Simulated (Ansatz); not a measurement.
# W: a listed cell, distorted in several ways

Aim: see how energy, forces, stress and gap of W answer to further strains and shifts, distortions that keep the symmetry. Nothing is relaxed unless a step says so.

Computed with Ansatz 0.2.0 (DFT PBEsol, scalar-relativistic, plane waves, PAW, unless a step's input says otherwise).

1 further run of the same task is left out (set aside as unsound or not needed).

### 1 Starting point

It takes space group Fm-3m (No. 225, cubic). Conventional cell: a = 4.060 Å, b = 4.060 Å, c = 4.060 Å, α = 90.00°, β = 90.00°, γ = 90.00°. W (site symmetry m-3m) has 12 W at 2.87 Å as nearest neighbours.

Structure file:

```cif
data_structure
_symmetry_space_group_name_H-M 'Fm-3m'
_symmetry_Int_Tables_number 225
_cell_length_a 4.0600
_cell_length_b 4.0600
_cell_length_c 4.0600
_cell_angle_alpha 90.000
_cell_angle_beta 90.000
_cell_angle_gamma 90.000
_cell_volume 66.92
loop_
_atom_site_label
_atom_site_type_symbol
_atom_site_symmetry_multiplicity
_atom_site_Wyckoff_symbol
_atom_site_fract_x
_atom_site_fract_y
_atom_site_fract_z
_atom_site_occupancy
W1 W 4 a 0.00000 0.00000 0.00000 1
```

The structure comes from the Crystallography Open Database.

### 2 A distortion that keeps the symmetry

What differs from the listed cell: strain xx, yy, zz, yz, xz, xy = -1.3, -1.3, -1.3, +0.0, +0.0, +0.0 %.

input.yaml

```yaml
crystal:
  lattice:
    - [0.0, 2.0046047, 2.0046047]
    - [2.0046047, 0.0, 2.0046047]
    - [2.0046047, 2.0046047, 0.0]
  atoms:
    - { symbol: W, position: [0.0, 0.0, 0.0] }
basis:
  ecutwfc: 420
kpoints:
  mp_grid: { grid: [18, 18, 18] }
hamiltonian:
  xc: pbesol
scf:
  occupations: { method: gaussian, width: 0.1 }
output:
  forces: true
  stress: true
  eigenvalues: true
```

Started as:

```bash
> ansatz run input.yaml --threads 1 --pin off --max-ram 1331MiB --backend cpu --events-out ev --progress --plain --runs-dir out
```

Standard output (excerpt; [...] marks lines left out):

```text
Warning: RAYON_NUM_THREADS=1 ignored (pool sized by the plan → 1); use --threads N
[...]
Pseudopotentials: kind: paw
Pseudopotential: W, paw, valence charge 14, recommended cutoff 420 eV (normal), W.paw.azcp
Functional definition: PBEsol
[...]
Crystal: 1 atoms, lattice volume = 16.111 Å³
Basis set: ecut = 420 eV, 331 PW (Γ), exchange–correlation on 40×40×40 points (8 copies of the dense FFT grid, shifted against one another)
Bands: 11, of which v1, the nominal top of the filled ones, is band 7 counted from 1 (6 counted from 0)
Symmetry: 48 space group operations
Space group: Fm-3m (ITA 225), of the structure as read, at distance tolerance 2.5e-5 Å
k-points: 195 of 5832
[...]
SCF iter   1: F=—  HF=-10256.073356 eV  |F-HF|=—  |Δ(HF+E_count)|=         —  Δρ=3.23e-3  dr2=1.04e-3  ethr=1.77e-3  ⟨swp⟩=5.0  Hψ=11489  notcnv=0
[...]
SCF iter   6: F=-10256.072892 eV  HF=-10256.072892 eV  |F-HF|=5.46e-12  |Δ(HF+E_count)|=  2.26e-10  Δρ=3.73e-7  dr2=1.09e-11  ethr=6.83e-12  ⟨swp⟩=1.5  Hψ=6706  notcnv=0
[...]
SCF converged after 6 iterations
Free energy (F): -10256.072892 eV
[...]
E sigma→0 (E₀):  -10256.069608 eV
Entropy (-TS):   -0.006567 eV (-6.567 meV/atom)
Fermi energy:    21.554758 eV
[...]
--- Forces (eV/Å), atoms counted from 1 ---
  atom   1  W     -0.00000000     0.00000000     0.00000000
[...]
--- Stress (GPa, compression-positive) ---
       -2.475063       0.000000       0.000000
        0.000000      -2.475063      -0.000000
       -0.000000      -0.000000      -2.475063
  P = ⅓ Tr σ = -2.4751 GPa (-24.751 kbar)
--- Band table (eV; the first three rows and the last of 195) ---
  k-point 0: bands = ["-51.9593", "-15.5941", "-15.5941", "-15.5941", "12.4792", "20.9769", "20.9769", "20.9769", "24.1797", "24.1797", "34.4080"]
[...]
```

It took 5.5 s on 1 thread of an x86-64 CPU, shared host; peak memory 0.32 GiB.

### 3 A distortion of lower symmetry

What differs from the listed cell: strain xx, yy, zz, yz, xz, xy = +2.4, +5.4, +3.0, -2.0, +0.0, +0.0 %.

input.yaml

```yaml
crystal:
  lattice:
    - [0.0, 2.0980456, 2.0505842]
    - [2.0782734, -0.0406, 2.0911842]
    - [2.0782734, 2.1386456, -0.0406]
  atoms:
    - { symbol: W, position: [0.0, 0.0, 0.0] }
basis:
  ecutwfc: 420
kpoints:
  mp_grid: { grid: [16, 16, 16] }
hamiltonian:
  xc: pbesol
scf:
  occupations: { method: gaussian, width: 0.1 }
output:
  forces: true
  stress: true
  eigenvalues: true
```

Started as:

```bash
> ansatz run input.yaml --threads 1 --pin off --max-ram 1331MiB --backend cpu --events-out ev --progress --plain --runs-dir out
```

Standard output (excerpt; [...] marks lines left out):

```text
Warning: RAYON_NUM_THREADS=1 ignored (pool sized by the plan → 1); use --threads N
[...]
[... 3 set-up lines as earlier in the session ...]
[...]
Crystal: 1 atoms, lattice volume = 18.582 Å³
Basis set: ecut = 420 eV, 349 PW (Γ), exchange–correlation on 40×40×40 points (8 copies of the dense FFT grid, shifted against one another)
Bands: 11, of which v1, the nominal top of the filled ones, is band 7 counted from 1 (6 counted from 0)
Symmetry: 4 space group operations
Space group: C2/m (ITA 12), of the structure as read, at distance tolerance 2.6e-5 Å
k-points: 1098 of 4096
[...]
SCF iter   1: F=—  HF=-10255.778621 eV  |F-HF|=—  |Δ(HF+E_count)|=         —  Δρ=4.26e-3  dr2=1.41e-3  ethr=1.77e-3  ⟨swp⟩=5.1  Hψ=64758  notcnv=0
[...]
SCF iter   6: F=-10255.778306 eV  HF=-10255.778306 eV  |F-HF|=3.13e-10  |Δ(HF+E_count)|=   3.01e-9  Δρ=2.91e-6  dr2=5.32e-10  ethr=3.46e-11  ⟨swp⟩=2.2  Hψ=38312  notcnv=0
[...]
SCF converged after 6 iterations
Free energy (F): -10255.778306 eV
[...]
E sigma→0 (E₀):  -10255.775096 eV
Entropy (-TS):   -0.006420 eV (-6.420 meV/atom)
Fermi energy:    18.282639 eV
[...]
--- Forces (eV/Å), atoms counted from 1 ---
  atom   1  W      0.00000000     0.00000000     0.00000000
[...]
--- Stress (GPa, compression-positive) ---
      -35.138321       0.000000      -0.000000
        0.000000     -29.941062      -3.790040
       -0.000000      -3.790040     -34.795153
  P = ⅓ Tr σ = -33.2915 GPa (-332.915 kbar)
--- Band table (eV; the first three rows and the last of 1098) ---
  k-point 0: bands = ["-55.5795", "-19.4082", "-19.3625", "-19.3212", "9.9093", "17.4238", "17.9077", "18.0680", "20.1981", "20.6274", "30.8743"]
[...]
```

Run time: 28 s. Hardware: 1 thread of an x86-64 CPU, shared host; peak memory 0.52 GiB.

### 4 A distortion that keeps the symmetry

What differs from the listed cell: strain xx, yy, zz, yz, xz, xy = -0.9, -0.9, -0.9, +0.0, +0.0, +0.0 %.

input.yaml

```yaml
crystal:
  lattice:
    - [0.0, 2.0113443, 2.0113443]
    - [2.0113443, 0.0, 2.0113443]
    - [2.0113443, 2.0113443, 0.0]
  atoms:
    - { symbol: W, position: [0.0, 0.0, 0.0] }
basis:
  ecutwfc: 420
kpoints:
  mp_grid: { grid: [18, 18, 18] }
hamiltonian:
  xc: pbesol
scf:
  occupations: { method: gaussian, width: 0.1 }
output:
  forces: true
  stress: true
  eigenvalues: true
  write_density: true
  write_potential: true
  elf: true
  volumetric_format: npy
```

Started as:

```bash
> ansatz run input.yaml --threads 1 --pin off --max-ram 1331MiB --backend cpu --events-out ev --progress --plain --runs-dir out
```

Standard output (excerpt; [...] marks lines left out):

```text
Warning: RAYON_NUM_THREADS=1 ignored (pool sized by the plan → 1); use --threads N
[...]
[... 3 set-up lines as earlier in the session ...]
[...]
Crystal: 1 atoms, lattice volume = 16.274 Å³
Basis set: ecut = 420 eV, 331 PW (Γ), exchange–correlation on 40×40×40 points (8 copies of the dense FFT grid, shifted against one another)
Bands: 11, of which v1, the nominal top of the filled ones, is band 7 counted from 1 (6 counted from 0)
[... 2 set-up lines as earlier in the session ...]
k-points: 195 of 5832
[...]
SCF iter   1: F=—  HF=-10256.069293 eV  |F-HF|=—  |Δ(HF+E_count)|=         —  Δρ=3.10e-3  dr2=9.19e-4  ethr=1.77e-3  ⟨swp⟩=5.0  Hψ=11487  notcnv=0
[...]
SCF iter   6: F=-10256.068909 eV  HF=-10256.068909 eV  |F-HF|=1.82e-12  |Δ(HF+E_count)|=  1.15e-10  Δρ=2.94e-7  dr2=5.76e-12  ethr=5.04e-12  ⟨swp⟩=4.8  Hψ=10043  notcnv=0
[...]
SCF converged after 6 iterations
Free energy (F): -10256.068909 eV
[...]
E sigma→0 (E₀):  -10256.065560 eV
Entropy (-TS):   -0.006697 eV (-6.697 meV/atom)
Fermi energy:    21.306633 eV
[...]
--- Forces (eV/Å), atoms counted from 1 ---
  atom   1  W     -0.00000000    -0.00000000    -0.00000000
[...]
--- Stress (GPa, compression-positive) ---
       -5.329030       0.000000       0.000000
        0.000000      -5.329030       0.000000
        0.000000       0.000000      -5.329030
  P = ⅓ Tr σ = -5.3290 GPa (-53.290 kbar)
--- Band table (eV; the first three rows and the last of 195) ---
  k-point 0: bands = ["-52.2277", "-15.8761", "-15.8761", "-15.8761", "12.2829", "20.7410", "20.7410", "20.7410", "23.8977", "23.8977", "34.1467"]
[...]
```

Run time: 6.8 s. Hardware: 1 thread of an x86-64 CPU, shared host; peak memory 0.33 GiB.

Axes a, b and c in the maps are those of this run's conventional cell (a, b, c = 4.023, 4.023, 4.023 Å).

Density in a lattice plane of the grid's cell (edges 4.02 and 4.02 Å, at 0.000 of the third edge), which holds W.

Ten even steps from '0' (0.20 e/Å³) to '9' (5.19 e/Å³):
```
899842000000000000024899
998631000000000000013689
665310000000000000001356
322100000000000000000122
000000000000000000000000
000000000122322100000000
000000001356665310000000
000000013689998631000000
000000024899899842000000
000000025898689852000000
000000024899899842000000
000000013689998631000000
000000001356665310000000
000000000122322100000000
000000000000000000000000
322100000000000000000122
665310000000000000001356
998631000000000000013689
899842000000000000024899
689852000000000000025898
```
Columns run along the first of these edges and rows up along the second, over one cell in 24 and 20 even steps from the bottom left corner. Atoms in the plane (fractional): W at (0.00, 0.00), W at (0.50, 0.50).

ELF in the same plane.

Ten even steps from ' ' (0.00) to '@' (0.69):
```
::==%%@@%%++--::--==++++++++++==--::--++%%@@##==
##%%@@@@##==----==++++++++++++++==----==##@@@@%%
@@@@@@##++----==++++====--====++++==----++##@@@@
****++==----========--::::::--========----==++**
----------======------------------======--------
::::--========----==++******++==----========--::
--====++++==----++##@@@@@@@@@@##++----==++++====
++++++++==----==##@@@@%%##%%@@@@##==----==++++++
++++++==--::--++%%@@%%==::==##@@%%++--::--==++++
++++++==--::--++%%@@**..  ..**@@%%++--::--==++++
++++++==--::--++%%@@##==::==%%@@%%++--::--==++++
++++++++==----==##@@@@%%##%%@@@@##==----==++++++
--====++++==----++##@@@@@@@@@@##++----==++++====
::::--========----==++******++==----========--::
----------======------------------======--------
****++==----========--::::::--========----==++**
@@@@@@##++----==++++====--====++++==----++##@@@@
##%%@@@@##==----==++++++++++++++==----==##@@@@%%
::==##@@%%++--::--==++++++++++==--::--++%%@@%%==
  ..**@@%%++--::--==++++++++++==--::--++%%@@**..
```
Columns run along the first of these edges and rows up along the second, over one cell in 24 and 20 even steps from the bottom left corner. Atoms in the plane (fractional): W at (0.00, 0.00), W at (0.50, 0.50).

Both are smooth fields of the valence electrons: close to the nuclei they are not physical.

Maxima of ELF outside the ion cores: 0.55 between the atoms, 1.7 Å from W.

### 5 Results

| step | case | energy (meV/atom) | pressure (GPa) | largest force (eV/Å) | gap on the mesh (eV) |
| --- | --- | --- | --- | --- | --- |
| 2 | a distortion that keeps the symmetry | +0.0 | -2.5 | 0.00 | 0.00 |
| 3 | a distortion of lower symmetry | +294.5* | -33.3 | 0.00 | 0.00 |
| 4 | a distortion that keeps the symmetry | +4.0 | -5.3 | 0.00 | 0.00 |

Energies are counted from step 2, with the smearing taken to zero; a star marks another k mesh, which can shift energies by itself, so starred rows don't rank against the others. A gap of 0.00 means none on the mesh at this level.

**Reading.** The distorted cells of the listed formula and level show no gap on the mesh. The runs treat W without spin-orbit coupling.
